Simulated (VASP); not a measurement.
Input of a VASP 6.6.1 run:

Contents of INCAR:

```
PREC = Accurate
ENCUT = 520
EDIFF = 1E-6
ISMEAR = 0
SIGMA = 0.03
LREAL = F
LASPH = T
NELM = 80
ALGO = Normal
ISIF = 2
LWAVE = F
LCHARG = F
METAGGA = R2SCAN
LMIXTAU = T
NBANDS = 16
```

File KPOINTS:

```
Automatic mesh
0
Gamma
  8 8 8
```

POSCAR

```
ZnSe                                    
1.0
    0.0000000000      2.8206646090      2.8206646090
    2.8206646090      0.0000000000      2.8206646090
    2.8206646090      2.8206646090      0.0000000000
  Zn              Se            
     1     1
Direct
     0.0000000000000000    0.0000000000000000    0.0000000000000000
     0.2500000000000000    0.2500000000000000    0.2500000000000000
```

Contents of KPOINTS_OPT:

```
explicit points
159
Reciprocal
 0.0000000000  0.0000000000  0.0000000000 1
 0.0357142857  0.0000000000  0.0357142857 1
 0.0714285714  0.0000000000  0.0714285714 1
 0.1071428571  0.0000000000  0.1071428571 1
 0.1428571429  0.0000000000  0.1428571429 1
 0.1785714286  0.0000000000  0.1785714286 1
[... 151 lines left out ...]
 0.4250000000  0.0000000000  0.4250000000 1
 0.4500000000  0.0000000000  0.4500000000 1
```

Potentials or basis: VASP PAW PBE potentials, release 64 (Zn, Se).

The run is started by

```bash
$ cat potpaw_PBE.64/Zn/POTCAR potpaw_PBE.64/Se/POTCAR > POTCAR
$ mpirun -np 1 vasp_std > vasp.out
```

**Question.** What does it give for the band gap on the k mesh?

**Answer.** 1.93 eV, direct.

**Question.** What does it give for the pressure?

**Answer.** 1.0 GPa.

**Question.** Predict the band gap along the path.

**Answer.** 1.93 eV, direct.

Levels at the corners of the path, in eV from the valence-band top:
```csv
point,band 6,band 7,band 8,band 9,band 10,band 11,band 12,band 13
Γ,-6.32,0.00,0.00,0.00,1.93,6.31,6.31,6.31
X,-6.14,-4.85,-2.28,-2.28,3.30,3.87,11.62,12.17
X,-6.14,-4.85,-2.28,-2.28,3.30,3.87,11.62,12.17
W,-6.01,-4.78,-2.88,-2.77,5.83,6.14,7.62,8.21
W,-6.01,-4.78,-2.88,-2.77,5.83,6.14,7.62,8.21
K,-6.05,-4.82,-3.21,-1.87,3.98,6.09,9.69,9.95
K,-6.05,-4.82,-3.21,-1.87,3.98,6.09,9.69,9.95
Γ,-6.32,0.00,0.00,0.00,1.93,6.31,6.31,6.31
Γ,-6.32,0.00,0.00,0.00,1.93,6.31,6.31,6.31
L,-6.16,-5.40,-0.90,-0.90,3.08,6.86,6.86,9.11
L,-6.16,-5.40,-0.90,-0.90,3.08,6.86,6.86,9.11
U,-6.05,-4.82,-3.21,-1.87,3.98,6.09,9.69,9.95
U,-6.05,-4.82,-3.21,-1.87,3.98,6.09,9.69,9.95
W,-6.01,-4.78,-2.88,-2.77,5.83,6.14,7.62,8.21
W,-6.01,-4.78,-2.88,-2.77,5.83,6.14,7.62,8.21
L,-6.16,-5.40,-0.90,-0.90,3.08,6.86,6.86,9.11
L,-6.16,-5.40,-0.90,-0.90,3.08,6.86,6.86,9.11
K,-6.05,-4.82,-3.21,-1.87,3.98,6.09,9.69,9.95
U,-6.05,-4.82,-3.21,-1.87,3.98,6.09,9.69,9.95
X,-6.14,-4.85,-2.28,-2.28,3.30,3.87,11.62,12.17
```

Caveat: the PAW data sets were made with another functional, which shifts forces and pressure a little.

**What was measured.**

“Alloy Disordering Effects on the Thermal Conductivity and Energy Gap Temperature Dependence of Cd1−xZnxSe Ternary Crystals Grown by the Bridgman Method”, 2023, pmc:10253836 reports, for a bulk crystal of ZnSe at 300 K: band gap 2.695 ± 0.003 eV (an exciton energy, a little under the gap).

A measured gap of ZnSe is 2.695 eV (an exciton energy, a little under the gap; 300 K; “Alloy Disordering Effects on the Thermal Conductivity and Energy Gap Temperature Dependence of Cd1−xZnxSe Ternary Crystals Grown by the Bridgman Method”, 2023, pmc:10253836); the calculated 1.93 eV misses it by -0.77 eV. Spin-orbit coupling on Se is left out. The value is that of r2SCAN, without temperature or zero-point motion.
